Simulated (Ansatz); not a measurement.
BeO:
```cif
data_Be2O2
_chemical_formula_sum 'Be2 O2'
_space_group_name_H-M_alt 'P 1'
_space_group_IT_number 1
_cell_length_a 2.69286
_cell_length_b 2.69286
_cell_length_c 4.37282
_cell_angle_alpha 90.000
_cell_angle_beta 90.000
_cell_angle_gamma 120.000
loop_
_space_group_symop_operation_xyz
  'x, y, z'
loop_
_atom_site_label
_atom_site_type_symbol
_atom_site_fract_x
_atom_site_fract_y
_atom_site_fract_z
_atom_site_occupancy
Be1 Be 0.66667 0.33333 0.00015 1
Be2 Be 0.33333 0.66667 0.50015 1
O1 O 0.66667 0.33333 0.37785 1
O2 O 0.33333 0.66667 0.87785 1
```

Relaxed with PBEsol.

Task: Which orbitals make up the states near the band edges in PBEsol in the plane-wave PAW code Ansatz?

Result: Top 1 eV of the valence band: O 2p 97 %. Bottom 1 eV of the conduction band: Be 2s 51 %, O 2s 36 %, O 2p 6 %, outside the projected shells 7 %. Projections are on Löwdin-orthogonalised atomic valence shells; empty p or d shells of many metals are not among them.

Task: Tabulate the density of states.

Result: States/eV per cell of 4 atoms, in 0.25 eV bins, energy from the valence-band maximum.

```
E (eV)  total  O 2p  Be 2s  O 2s
------  -----  ----  -----  ----
-6.50    0.00  0.00   0.00  0.00
-6.25    0.07  0.06   0.01  0.00
-6.00    0.17  0.15   0.01  0.00
-5.75    1.28  1.12   0.10  0.01
-5.50    1.82  1.61   0.12  0.02
-5.25    2.11  1.86   0.14  0.03
-5.00    1.96  1.71   0.15  0.04
-4.75    1.61  1.39   0.14  0.04
-4.50    1.54  1.33   0.12  0.04
-4.25    1.69  1.47   0.12  0.05
-4.00    1.42  1.23   0.10  0.05
-3.75    1.11  0.98   0.07  0.03
-3.50    1.98  1.77   0.11  0.03
-3.25    1.70  1.54   0.08  0.03
-3.00    1.78  1.62   0.06  0.03
-2.75    2.33  2.15   0.07  0.03
-2.50    2.43  2.26   0.05  0.02
-2.25    2.46  2.30   0.04  0.02
-2.00    2.69  2.53   0.03  0.02
-1.75    3.07  2.91   0.03  0.01
-1.50    3.73  3.56   0.02  0.01
-1.25    4.26  4.08   0.01  0.01
-1.00    2.80  2.70   0.01  0.01
-0.75    1.85  1.79   0.00  0.00
-0.50    1.26  1.22   0.00  0.00
-0.25    0.77  0.76   0.00  0.00
0.00     0.12  0.11   0.00  0.00
0.25     0.00  0.00   0.00  0.00
0.50     0.00  0.00   0.00  0.00
0.75     0.00  0.00   0.00  0.00
1.00     0.00  0.00   0.00  0.00
1.25     0.00  0.00   0.00  0.00
1.50     0.00  0.00   0.00  0.00
1.75     0.00  0.00   0.00  0.00
2.00     0.00  0.00   0.00  0.00
2.25     0.00  0.00   0.00  0.00
2.50     0.00  0.00   0.00  0.00
2.75     0.00  0.00   0.00  0.00
3.00     0.00  0.00   0.00  0.00
3.25     0.00  0.00   0.00  0.00
3.50     0.00  0.00   0.00  0.00
3.75     0.00  0.00   0.00  0.00
4.00     0.00  0.00   0.00  0.00
4.25     0.00  0.00   0.00  0.00
4.50     0.00  0.00   0.00  0.00
4.75     0.00  0.00   0.00  0.00
5.00     0.00  0.00   0.00  0.00
5.25     0.00  0.00   0.00  0.00
5.50     0.00  0.00   0.00  0.00
5.75     0.00  0.00   0.00  0.00
6.00     0.00  0.00   0.00  0.00
6.25     0.00  0.00   0.00  0.00
6.50     0.00  0.00   0.00  0.00
6.75     0.00  0.00   0.00  0.00
7.00     0.00  0.00   0.00  0.00
7.25     0.00  0.00   0.00  0.00
7.50     0.00  0.00   0.00  0.00
7.75     0.04  0.00   0.02  0.02
8.00     0.08  0.00   0.04  0.03
8.25     0.12  0.01   0.06  0.04
8.50     0.18  0.01   0.09  0.06
8.75     0.37  0.02   0.14  0.07
9.00     0.98  0.05   0.26  0.11
9.25     1.78  0.10   0.45  0.16
9.50     2.25  0.12   0.44  0.14
9.75     1.77  0.10   0.36  0.10
10.00    1.57  0.08   0.30  0.07
10.25    1.33  0.07   0.23  0.05
10.50    1.11  0.06   0.19  0.04
10.75    1.13  0.06   0.22  0.04
11.00    0.87  0.05   0.18  0.03
11.25    0.66  0.04   0.14  0.02
11.50    0.55  0.03   0.12  0.02
11.75    0.47  0.02   0.09  0.01
```

Space group P6_3mc (wurtzite). Symmetry was held in the PBEsol relaxation; of distortions, only those at the zone centre were tested.

Potentials: the later of the program's two PAW sets.
